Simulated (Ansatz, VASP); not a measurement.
## HfB2: VASP beside Ansatz

File INCAR:

```
PREC = Accurate
ENCUT = 600
EDIFF = 1E-7
ISMEAR = 1
SIGMA = 0.1
LREAL = F
LASPH = T
NELM = 150
ALGO = Normal
ISIF = 3
LWAVE = F
LCHARG = F
LMAXMIX = 4
LDAU = T
LDAUTYPE = 2
LDAUL = 2 -1
LDAUU = 7 0
LDAUJ = 0 0
LDAUPRINT = 1
IBRION = 2
NSW = 60
EDIFFG = -0.01
```

File KPOINTS:

```
regular mesh
0
Gamma
  10 10 8
```

The input POSCAR:

```
HfB2
1.0
    3.1400000000      0.0000000000      0.0000000000
   -1.5700000000      2.7193197679      0.0000000000
    0.0000000000      0.0000000000      3.4800000000
Hf B
1 2
Direct
    0.0000000000      0.0000000000      0.0000000000
    0.6666666667      0.3333333333      0.5000000000
    0.3333333333      0.6666666667      0.5000000000
```

Contents of input.yaml:

```yaml
crystal:
  lattice:
    - [3.14, 0.0, 0.0]
    - [-1.57, 2.7193197679, 0.0]
    - [0.0, 0.0, 3.48]
  atoms:
    - { symbol: Hf, position: [0.0, 0.0, 0.0] }
    - { symbol: B, position: [0.6666666667, 0.3333333333, 0.5] }
    - { symbol: B, position: [0.3333333333, 0.6666666667, 0.5] }
hamiltonian:
  xc: lda
  pseudopotentials: { kind: paw, xc_functional: lda, accuracy: standard }
  hubbard:
    sites: [{ species: Hf, l: d, u_eff: 7.0 }]
    projectors: all-electron-ortho-atomic
    double_counting: fll
kpoints:
  mp_grid: { grid: [10, 10, 8] }
scf:
  occupations: { method: methfessel_paxton, width: 0.1 }
  eigensolver: { kind: davidson }
output:
  forces: true
  stress: true
relax:
  f_tol: 0.01
  max_steps: 40
  cell: { stress_tol: 0.05 }
```

Alike in both runs: task relaxation of cell and atoms; functional LDA; k mesh 10 × 10 × 8; occupations methfessel-paxton of order 1, width 0.1 eV; no spin polarisation; Hubbard terms Hf d U = 7.0 eV.

|  | VASP | Ansatz |
| --- | --- | --- |
| version | VASP 6.6.1 | Ansatz 0.2.0 |
| potentials or method | VASP PAW LDA potentials, release 64 (Hf_pv, B) | JTH PAW LDA |
| plane-wave cutoff (eV) | 600 | 1230 |
| valence electrons in the cell | 16 | 18 |

```tsv
	VASP	Ansatz	Ansatz less VASP
relaxed volume (Å³/atom)	10.34	9.82	-0.520
relaxed cell length with the largest relative difference (Å)	3.584	3.515	-0.0686
energy change over the relaxation (meV/atom)	-18	-3	+14.1
```

The programs project onto different local orbitals, so the same U acts differently. The two sets of potentials don't hold the same shells in valence.

Caveats: the U is typed as a test and isn't derived for this compound; U without spin polarisation on a metal has little footing (VASP); the plane-wave basis is chosen anew once the cell has moved, so the energies of steps on either side of that aren't comparable (Ansatz). Spin-orbit coupling is left out, which matters for the levels of Hf.
